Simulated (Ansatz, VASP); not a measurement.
## One calculation of EuS, two programs

INCAR

```
PREC = Accurate ; ENCUT = 520
EDIFF = 1E-7 ; ISMEAR = -1
SIGMA = 0.03 ; LREAL = False
LASPH = True ; NELM = 150
ALGO = Normal ; ISIF = 2
LWAVE = False ; LCHARG = False
ISPIN = 2 ; MAGMOM = 0.7 0
LORBIT = 11 ; LMAXMIX = 6
LDAU = True ; LDAUTYPE = 2
LDAUL = 3 -1 ; LDAUU = 5.4 0
LDAUJ = 0 0 ; LDAUPRINT = 1
GGA = PE ; NBANDS = 22
```

File KPOINTS:

```
Automatic mesh
0
Gamma
  7 7 7
```

Contents of POSCAR:

```
EuS
1.0
    0.0000000000      2.9785000000      2.9785000000
    2.9785000000      0.0000000000      2.9785000000
    2.9785000000      2.9785000000      0.0000000000
Eu S
1 1
Direct
    0.0000000000      0.0000000000      0.0000000000
    0.5000000000      0.5000000000      0.5000000000
```

Input for Ansatz:

```yaml
crystal:
  lattice:
    - [0.0, 2.9785, 2.9785]
    - [2.9785, 0.0, 2.9785]
    - [2.9785, 2.9785, 0.0]
  atoms:
    - { symbol: Eu, position: [0.0, 0.0, 0.0], spin: 0.7 }
    - { symbol: S, position: [0.5, 0.5, 0.5] }
magnetization:
  spin_polarized: true
hamiltonian:
  xc: pbe
  pseudopotentials: { kind: paw }
  hubbard: { sites: [{ species: Eu, l: f, u_eff: 5.4 }] }
basis:
  ecutwfc: 420
kpoints:
  mp_grid: { grid: [7, 7, 7] }
scf:
  occupations: { method: fermi_dirac, width: 0.03 }
  lower_state_search: "off"
output:
  forces: true
  stress: true
```

Change from the starting cell: parallel moments scaled by 0.1, free total moment.

Alike in both runs: task single point; functional PBE; k mesh 7 × 7 × 7; occupations fermi-dirac, width 0.03 eV; collinear spin; Hubbard terms Eu f U = 5.4 eV.

```csv
,VASP,Ansatz
version,VASP 6.6.1,Ansatz 0.2.0
potentials or method,"VASP PAW PBE potentials, release 64 (Eu, S)","PAW, plane waves, scalar-relativistic"
plane-wave cutoff (eV),520,420
valence electrons in the cell,23,23
```

|  | VASP | Ansatz | Ansatz less VASP |
| --- | --- | --- | --- |
| pressure (GPa) | 0.8 | 0.6 | -0.16 |
| net moment per atom (μB) | 3.50 | 3.50 | 0.000 |
| size of the moment on the site where the two differ most (μB) | 6.71 | 6.86 | +0.147 |

Site moments also hang on the region over which each program counts them. The programs project onto different local orbitals, so the same U acts differently.

Caveats: a cell with one magnetic atom can't hold antiferromagnetic order, which such compounds often take. A k mesh can miss the band edges. The state reached can hang on the start; a lower one may exist.
